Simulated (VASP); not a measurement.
# CdBr2 (Fm-3m): band edges, masses and strain, part 4 of 8

Aim: the gap of CdBr2, the masses at its band edges and their response to strain. The cell is generated by rule, not measured, and may not be a known phase.

VASP 6.6.1, plane waves and PAW; the level of theory is named at each step.

So far, least gap on mesh and path (eV): step 3 (bands on a dense mesh, PBE) 0.250; step 5 (bands with spin-orbit coupling, PBE, spin-orbit coupling) 0.230.

The structure was built from a prototype and need not be the compound's stable phase.

## (7) Dielectric tensor, Born charges and zone-centre modes

This step: PBE; plane waves and PAW (Cd, Br); invented cell (VASP 6.6.1).

Perturbation theory gives the screening, the Born charges and the zone-centre modes; it wants a tight threshold.

Input file INCAR:

```
SYSTEM = CdBr2
PREC = Accurate
ENCUT = 400
EDIFF = 1E-08
NELM = 100
ISMEAR = 0
SIGMA = 0.02
LREAL = .FALSE.
ALGO = Normal
GGA = PE
NBANDS = 19
LORBIT = 11
LWAVE = .FALSE.
LCHARG = .FALSE.
KPAR = 4
IBRION = 8
LEPSILON = .TRUE.
```

Input file POSCAR:

```
CdBr2
1.0
    0.0000000000      3.4945900000      3.4945900000
    3.4945900000      0.0000000000      3.4945900000
    3.4945900000      3.4945900000      0.0000000000
Cd Br
1 2
Direct
    0.0000000000      0.0000000000      0.0000000000
    0.2500000000      0.2500000000      0.2500000000
    0.7500000000      0.7500000000      0.7500000000
```

Input file KPOINTS:

```
Automatic mesh
0
Gamma
10 10 10
0 0 0
```

Potentials, in the order of the species: Cd and Br (PBE family, release 64).

On the command line:

```sh
> mpirun -np 4 vasp_std
```

What it wrote:

```text
[... set-up lines as in an earlier step ...]
 entering main loop
       N       E                     dE             d eps       ncg     rms          rms(c)
DAV:   1     0.154439027672E+03    0.15444E+03   -0.10864E+04  1818   0.987E+02
DAV:   2     0.316558500563E+01   -0.15127E+03   -0.14651E+03  2161   0.254E+02
DAV:   3    -0.642168568253E+01   -0.95873E+01   -0.95558E+01  2061   0.644E+01
DAV:   4    -0.649591886234E+01   -0.74233E-01   -0.74216E-01  2054   0.589E+00
DAV:   5    -0.649645519172E+01   -0.53633E-03   -0.53632E-03  2111   0.487E-01    0.595E+00
DAV:   6    -0.583947007969E+01    0.65699E+00   -0.10179E+00  1924   0.104E+01    0.470E+00
DAV:   7    -0.576908660365E+01    0.70383E-01   -0.31283E-01  1879   0.365E+00    0.224E+00
DAV:   8    -0.576715871698E+01    0.19279E-02   -0.34199E-02  2036   0.200E+00    0.405E-01
DAV:   9    -0.576697746065E+01    0.18126E-03   -0.53828E-03  1947   0.762E-01    0.130E-01
DAV:  10    -0.576690758554E+01    0.69875E-04   -0.63123E-04  1947   0.263E-01    0.486E-02
DAV:  11    -0.576693308545E+01   -0.25500E-04   -0.17965E-04  1923   0.123E-01    0.205E-02
DAV:  12    -0.576692543481E+01    0.76506E-05   -0.32857E-05  1965   0.503E-02    0.688E-03
DAV:  13    -0.576692543512E+01   -0.30309E-09   -0.13089E-06  2003   0.884E-03    0.215E-03
DAV:  14    -0.576692538727E+01    0.47848E-07   -0.15033E-07  1912   0.327E-03    0.264E-04
DAV:  15    -0.576692539716E+01   -0.98962E-08   -0.21804E-08  1888   0.121E-03
   1 F= -.57669254E+01 E0= -.57669254E+01  d E =-.426217E-14
 Linear response reoptimize wavefunctions to high precision
DAV:   1    -0.576692540531E+01   -0.81407E-08   -0.26334E-09  1583   0.345E-04
DAV:   2    -0.576692540539E+01   -0.80945E-10   -0.10257E-10  1148   0.591E-05
 Linear response G [H, r] |phi>, progress :
  Direction:   1
       N       E                     dE             d eps       ncg     rms
RMM:   1    -0.121262360293E+03   -0.12126E+03    0.38113E+01  3286   0.795E+01
RMM:   2    -0.118308745024E+03    0.29536E+01   -0.64198E+00  2989   0.158E+01
RMM:   3    -0.118367957479E+03   -0.59212E-01   -0.88894E-02  3057   0.173E+00
RMM:   4    -0.118369695979E+03   -0.17385E-02   -0.29883E-03  3236   0.239E-01
RMM:   5    -0.118369732983E+03   -0.37004E-04   -0.11848E-04  3270   0.346E-02
RMM:   6    -0.118369730297E+03    0.26857E-05   -0.35744E-05  3335   0.603E-03
RMM:   7    -0.118369727285E+03    0.30121E-05   -0.90578E-04  3093   0.194E-03
RMM:   8    -0.118369727487E+03   -0.20170E-06   -0.95261E-04  2522   0.129E-03
RMM:   9    -0.118369726554E+03    0.93339E-06   -0.87520E-04  2098   0.123E-03
RMM:  10    -0.118369727626E+03   -0.10726E-05   -0.10171E-03  1971   0.122E-03
RMM:  11    -0.118369726824E+03    0.80189E-06   -0.97222E-04  1882   0.123E-03
 Linear response G [H, r] |phi>, progress :
  Direction:   2
       N       E                     dE             d eps       ncg     rms
RMM:   1    -0.115464855395E+03   -0.11546E+03    0.59886E+01  3333   0.775E+01
RMM:   2    -0.109770063209E+03    0.56948E+01   -0.64175E+00  2990   0.154E+01
RMM:   3    -0.109827377976E+03   -0.57315E-01   -0.10444E-01  3078   0.172E+00
RMM:   4    -0.109827570390E+03   -0.19241E-03   -0.61888E-03  3238   0.227E-01
RMM:   5    -0.109827356679E+03    0.21371E-03   -0.11335E-03  3289   0.330E-02
RMM:   6    -0.109827304577E+03    0.52102E-04   -0.55429E-04  3338   0.565E-03
RMM:   7    -0.109827292962E+03    0.11615E-04   -0.37497E-04  3112   0.165E-03
RMM:   8    -0.109827291258E+03    0.17037E-05   -0.16942E-04  2506   0.103E-03
RMM:   9    -0.109827295417E+03   -0.41583E-05   -0.25255E-04  2100   0.944E-04
RMM:  10    -0.109827292250E+03    0.31671E-05   -0.22517E-04  1970   0.943E-04
RMM:  11    -0.109827289352E+03    0.28981E-05   -0.28709E-04  1882   0.948E-04
 Linear response G [H, r] |phi>, progress :
  Direction:   3
       N       E                     dE             d eps       ncg     rms
RMM:   1    -0.112444586610E+03   -0.11244E+03    0.11001E+02  3264   0.797E+01
RMM:   2    -0.112829611841E+03   -0.38503E+00   -0.53018E+00  2937   0.142E+01
RMM:   3    -0.112870973551E+03   -0.41362E-01   -0.67679E-02  3017   0.144E+00
RMM:   4    -0.112871770670E+03   -0.79712E-03   -0.18580E-03  3210   0.191E-01
RMM:   5    -0.112871794294E+03   -0.23623E-04   -0.44232E-05  3242   0.282E-02
RMM:   6    -0.112871794887E+03   -0.59295E-06   -0.32468E-06  3260   0.491E-03
RMM:   7    -0.112871794866E+03    0.20567E-07   -0.15127E-06  2945   0.137E-03
RMM:   8    -0.112871794860E+03    0.56194E-08   -0.36238E-05  2376   0.745E-04
RMM:   9    -0.112871794855E+03    0.53434E-08   -0.77701E-05  1991   0.648E-04
RMM:  10    -0.112871794898E+03   -0.43112E-07   -0.73616E-05  1811   0.637E-04
RMM:  11    -0.112871794728E+03    0.17055E-06   -0.76878E-05  1709   0.631E-04
RMM:  12    -0.112871794674E+03    0.53222E-07   -0.50412E-05  1674   0.635E-04
 Linear response to external field (no local field effect), progress :
  Direction:   1
       N       E                     dE             d eps       ncg     rms          rms(c)
RMM:   1    -0.138810158173E+01   -0.13881E+01   -0.68768E+00  3322   0.383E+00
RMM:   2    -0.154013174547E+01   -0.15203E+00   -0.28652E-02  2905   0.746E-01
RMM:   3    -0.154046795786E+01   -0.33621E-03   -0.33257E-04  2971   0.700E-02
RMM:   4    -0.154047263092E+01   -0.46731E-05   -0.59235E-06  3054   0.890E-03
RMM:   5    -0.154047272065E+01   -0.89733E-07   -0.17250E-07  2903   0.121E-03
RMM:   6    -0.154047272225E+01   -0.15906E-08   -0.76047E-09  2099   0.193E-04
 change of polarisation eV/A/(eV/A) component  1 :     3.081     0.257     0.226
 dielectric tensor                  component  1 :     7.532     0.546     0.480
 Linear response to external field (no local field effect), progress :
  Direction:   2
       N       E                     dE             d eps       ncg     rms          rms(c)
RMM:   1    -0.104789627014E+01   -0.10479E+01   -0.48596E+00  3354   0.352E+00
RMM:   2    -0.114891957848E+01   -0.10102E+00   -0.19477E-02  2918   0.657E-01
RMM:   3    -0.114910218288E+01   -0.18260E-03   -0.16318E-04  2968   0.582E-02
RMM:   4    -0.114910379378E+01   -0.16109E-05   -0.26248E-06  3064   0.716E-03
RMM:   5    -0.114910382317E+01   -0.29385E-07   -0.57144E-08  2909   0.922E-04
RMM:   6    -0.114910382337E+01   -0.19944E-09   -0.16929E-09  2096   0.146E-04
 change of polarisation eV/A/(eV/A) component  2 :     0.257     2.298    -0.245
 dielectric tensor                  component  2 :     0.546     5.872    -0.519
 Linear response to external field (no local field effect), progress :
  Direction:   3
       N       E                     dE             d eps       ncg     rms          rms(c)
RMM:   1    -0.100837185439E+01   -0.10084E+01   -0.46166E+00  3304   0.347E+00
RMM:   2    -0.110717835949E+01   -0.98807E-01   -0.22236E-02  2894   0.661E-01
RMM:   3    -0.110758339102E+01   -0.40503E-03   -0.34905E-04  2917   0.666E-02
RMM:   4    -0.110759078704E+01   -0.73960E-05   -0.77901E-06  2991   0.887E-03
RMM:   5    -0.110759095708E+01   -0.17004E-06   -0.26304E-07  2806   0.122E-03
RMM:   6    -0.110759096159E+01   -0.45081E-08   -0.13431E-08  1972   0.203E-04
 change of polarisation eV/A/(eV/A) component  3 :     0.226    -0.245     2.215
 dielectric tensor                  component  3 :     0.480    -0.519     5.696
 Linear response to external field, progress :
  Direction:   1
       N       E                     dE             d eps       ncg     rms          rms(c)
RMM:   1    -0.114870462010E+01   -0.11487E+01   -0.54568E+00  7192   0.360E+00
RMM:   2    -0.126540892645E+01   -0.11670E+00   -0.23417E-02  6308   0.686E-01    0.188E+00
RMM:   3    -0.120559887229E+01    0.59810E-01   -0.86703E-02  5730   0.118E+00    0.964E-01
RMM:   4    -0.123574114819E+01   -0.30142E-01   -0.68013E-02  6088   0.107E+00    0.237E-01
RMM:   5    -0.126273041748E+01   -0.26989E-01   -0.23166E-03  6239   0.304E-01    0.352E-02
RMM:   6    -0.126313709050E+01   -0.40667E-03   -0.56039E-05  5880   0.408E-02    0.161E-02
RMM:   7    -0.126436194575E+01   -0.12249E-02   -0.21544E-05  5839   0.270E-02    0.225E-03
RMM:   8    -0.126438798456E+01   -0.26039E-04   -0.72665E-07  6061   0.441E-03    0.112E-03
RMM:   9    -0.126440888311E+01   -0.20899E-04   -0.54204E-07  5703   0.317E-03    0.417E-04
RMM:  10    -0.126438893533E+01    0.19948E-04   -0.57681E-07  6612   0.770E-04    0.877E-05
RMM:  11    -0.126439293229E+01   -0.39970E-05    0.34304E-07  5768   0.221E-04    0.341E-05
RMM:  12    -0.126439106121E+01    0.18711E-05   -0.23224E-09  4442   0.847E-05    0.477E-06
 change of polarisation eV/A/(eV/A) component  1 :     2.357     0.198     0.108
 dielectric tensor                  component  1 :     5.997     0.420     0.230
 Linear response to external field, progress :
  Direction:   2
       N       E                     dE             d eps       ncg     rms          rms(c)
RMM:   1    -0.114791913543E+01   -0.11479E+01   -0.54490E+00  7205   0.361E+00
RMM:   2    -0.126541030987E+01   -0.11749E+00   -0.23463E-02  6312   0.688E-01    0.188E+00
RMM:   3    -0.120559927622E+01    0.59811E-01   -0.86704E-02  5747   0.118E+00    0.964E-01
RMM:   4    -0.123573671990E+01   -0.30137E-01   -0.67984E-02  6099   0.107E+00    0.237E-01
RMM:   5    -0.126273054264E+01   -0.26994E-01   -0.23167E-03  6245   0.304E-01    0.353E-02
RMM:   6    -0.126313909841E+01   -0.40856E-03   -0.55843E-05  5886   0.408E-02    0.161E-02
RMM:   7    -0.126436241587E+01   -0.12233E-02   -0.21479E-05  5843   0.270E-02    0.225E-03
RMM:   8    -0.126438767261E+01   -0.25257E-04   -0.65173E-07  6065   0.440E-03    0.112E-03
RMM:   9    -0.126440901446E+01   -0.21342E-04   -0.20276E-07  5713   0.318E-03    0.417E-04
RMM:  10    -0.126438906915E+01    0.19945E-04    0.33043E-07  6607   0.770E-04    0.876E-05
RMM:  11    -0.126439305661E+01   -0.39875E-05    0.52968E-07  5789   0.221E-04    0.341E-05
RMM:  12    -0.126439115631E+01    0.19003E-05    0.60724E-08  4479   0.857E-05    0.471E-06
 change of polarisation eV/A/(eV/A) component  2 :     0.127     2.357    -0.072
 dielectric tensor                  component  2 :     0.269     5.997    -0.152
 Linear response to external field, progress :
  Direction:   3
       N       E                     dE             d eps       ncg     rms          rms(c)
RMM:   1    -0.114774604530E+01   -0.11477E+01   -0.54472E+00  7207   0.361E+00
RMM:   2    -0.126541015049E+01   -0.11766E+00   -0.23480E-02  6313   0.689E-01    0.188E+00
RMM:   3    -0.120559974360E+01    0.59810E-01   -0.86695E-02  5743   0.118E+00    0.964E-01
RMM:   4    -0.123573745314E+01   -0.30138E-01   -0.67985E-02  6103   0.107E+00    0.237E-01
RMM:   5    -0.126273022070E+01   -0.26993E-01   -0.23157E-03  6244   0.304E-01    0.353E-02
RMM:   6    -0.126313874556E+01   -0.40852E-03   -0.55863E-05  5885   0.408E-02    0.161E-02
RMM:   7    -0.126436243190E+01   -0.12237E-02   -0.21447E-05  5844   0.270E-02    0.225E-03
RMM:   8    -0.126438778706E+01   -0.25355E-04   -0.47940E-07  6082   0.440E-03    0.112E-03
RMM:   9    -0.126440901135E+01   -0.21224E-04    0.64455E-07  5715   0.318E-03    0.417E-04
RMM:  10    -0.126438901884E+01    0.19993E-04    0.14430E-06  6615   0.770E-04    0.873E-05
RMM:  11    -0.126439303058E+01   -0.40117E-05    0.18138E-07  5761   0.220E-04    0.341E-05
RMM:  12    -0.126439113627E+01    0.18943E-05    0.12376E-07  4488   0.856E-05    0.473E-06
 change of polarisation eV/A/(eV/A) component  3 :     0.024     0.024     2.357
 dielectric tensor                  component  3 :     0.050     0.050     5.997
 Linear response DOF=           2
 Linear response progress:
  Degree of freedom:   1/  2
       N       E                     dE             d eps       ncg     rms          rms(c)
RMM:   1    -0.437335675406E+00   -0.43734E+00   -0.24130E-01  6724   0.276E+00
RMM:   2    -0.438138684971E+00   -0.80301E-03   -0.18313E-03  6017   0.275E-01    0.974E-02
RMM:   3    -0.437395894364E+00    0.74279E-03   -0.14139E-04  6611   0.723E-02    0.503E-02
RMM:   4    -0.436667033720E+00    0.72886E-03   -0.93022E-05  6450   0.606E-02    0.127E-02
RMM:   5    -0.436537433314E+00    0.12960E-03   -0.39484E-06  5753   0.130E-02    0.356E-03
RMM:   6    -0.436559486367E+00   -0.22053E-04   -0.62668E-07  6294   0.487E-03    0.105E-03
RMM:   7    -0.436565859929E+00   -0.63736E-05   -0.67489E-08  6345   0.152E-03    0.254E-04
RMM:   8    -0.436563606086E+00    0.22538E-05   -0.46388E-09  6678   0.436E-04    0.172E-04
RMM:   9    -0.436564830695E+00   -0.12246E-05   -0.19329E-09  6465   0.244E-04    0.182E-05
RMM:  10    -0.436564592116E+00    0.23858E-06   -0.41177E-11  6737   0.452E-05    0.420E-06
RMM:  11    -0.436564622869E+00   -0.30753E-07    0.21097E-10  6674   0.112E-05    0.248E-06
RMM:  12    -0.436564634474E+00   -0.11605E-07    0.14951E-10  6224   0.947E-06    0.310E-07
RMM:  13    -0.436564634772E+00   -0.29757E-09   -0.30718E-10  3855   0.556E-06    0.165E-07
 first order change of Fermi-energy   0.69608E-02
 force on displaced ion       1 direction 1 :  -0.442   0.000   0.000
 Born effective charge ion    1 direction 1 :   3.119   0.000   0.000
 Linear response progress:
  Degree of freedom:   2/  2
       N       E                     dE             d eps       ncg     rms          rms(c)
RMM:   1    -0.145183490601E+00   -0.14518E+00    0.79325E-02 14344   0.165E+00
RMM:   2    -0.144342319761E+00    0.84117E-03   -0.23840E-03 10033   0.271E-01    0.692E-02
RMM:   3    -0.144630443387E+00   -0.28812E-03   -0.71039E-05 10621   0.456E-02    0.372E-02
RMM:   4    -0.144966212724E+00   -0.33577E-03   -0.38763E-05 10664   0.323E-02    0.683E-03
RMM:   5    -0.144987317907E+00   -0.21105E-04   -0.13526E-06 10884   0.752E-03    0.262E-03
RMM:   6    -0.144984551491E+00    0.27664E-05   -0.91597E-09 11108   0.992E-04    0.147E-03
RMM:   7    -0.144986898483E+00   -0.23470E-05   -0.62943E-08 10214   0.103E-03    0.189E-04
RMM:   8    -0.144986004665E+00    0.89382E-06   -0.42203E-09 11197   0.201E-04    0.770E-05
RMM:   9    -0.144985414944E+00    0.58972E-06    0.18032E-10 10481   0.136E-04    0.191E-05
RMM:  10    -0.144985567372E+00   -0.15243E-06   -0.13232E-09 11066   0.352E-05    0.171E-05
RMM:  11    -0.144985579551E+00   -0.12179E-07    0.77208E-09 10559   0.231E-05    0.276E-06
RMM:  12    -0.144985586294E+00   -0.67431E-08   -0.66806E-09 10127   0.118E-05    0.103E-06
 first order change of Fermi-energy   0.26619E-04
 force on displaced ion       2 direction 1 :  -2.068   0.000   0.000
 Born effective charge ion    2 direction 1 :  -1.559   0.000   0.000
 Born effective charges drift removed
 Linear response finished
```

Wall time 6 min (4 MPI ranks of AMD EPYC 7R43, shared host); peak memory 2.5 GiB.

[end of part 4 of 8]

[Lines on the potential files, build, host, timing and source positions are cut from VASP's logs without a mark.]

[Logs are printed without paths, hosts, clocks, repeated set-up lines and the standing remarks that a program may print on its own settings, such as how far it seeks lower states.]

[Hosts, paths, dates, database ids (printed as entryN), source tags and the programs' standing remarks are cut or masked in the printed files.]

[In band tables of VASP the shares of atoms and orbitals are scaled to a sum of 1 inside the atoms' spheres.]

[Gaps and slopes under strain along one axis are those of the sampled path and mesh points; where strain splits equal valleys, another of them can be the edge.]
